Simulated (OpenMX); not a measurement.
PtS2 in OpenMX: the effect of volume scale

The system is PtS2.

```
CELL_PARAMETERS angstrom
3.39539 0.00000 0.00000
-1.69770 2.94050 0.00000
0.00000 0.00000 4.82860
ATOMIC_POSITIONS crystal
Pt 0.00000 0.00000 0.00000
S 0.66667 0.33333 0.77300
S 0.33333 0.66667 0.22700
```

Alike in all runs:

| Item | Value |
| --- | --- |
| Program | OpenMX 3.8.5 |
| Task | band structure |
| Functional | PBE |
| Potentials or basis | OpenMX 2013 PBE set, Pt7.0-s3p2d2f1, S7.0-s2p2d1f1, grid cutoff 400 Ry |
| k mesh | 7 × 7 × 5 |
| Occupations | fermi-dirac, width 0.05 eV |
| Spin | no spin polarisation |

```tsv
volume scale	gap on the mesh (eV)	pressure (GPa)	largest force (eV/Å)
0.88	1.01	45.4	4.23
0.92	0.96	32.7	3.21
0.96	0.92	22.6	2.35
1	?	?	?
1.04	0.84	7.8	1.00
1.08	0.81	2.2	0.48
```

What does the run with volume scale 1 give?

gap on the mesh 0.88 eV; pressure 14.5 GPa; largest force 1.62 eV/Å.

Worked out: A straight line through the other rows of the gap on the mesh, of slope -0.997 eV per unit of volume scale, gives 0.88 eV, against the run's 0.88. A parabola through the other rows of the pressure, of slope -191 GPa per unit of volume scale there, gives 14.1 GPa, against the run's 14.5. A parabola through the other rows of the largest force, of slope -17.1 eV/Å per unit of volume scale there, gives 1.60 eV/Å, against the run's 1.62.

Caveats: spin-orbit coupling is left out, which moves the levels of the heavy elements; the basis of atomic orbitals isn't converged, which shifts pressures, moduli and gaps; forces of over 1 eV/Å show positions far from the minimum, so gaps and moduli don't describe the material at rest (some runs).

A k mesh can miss the band edges.
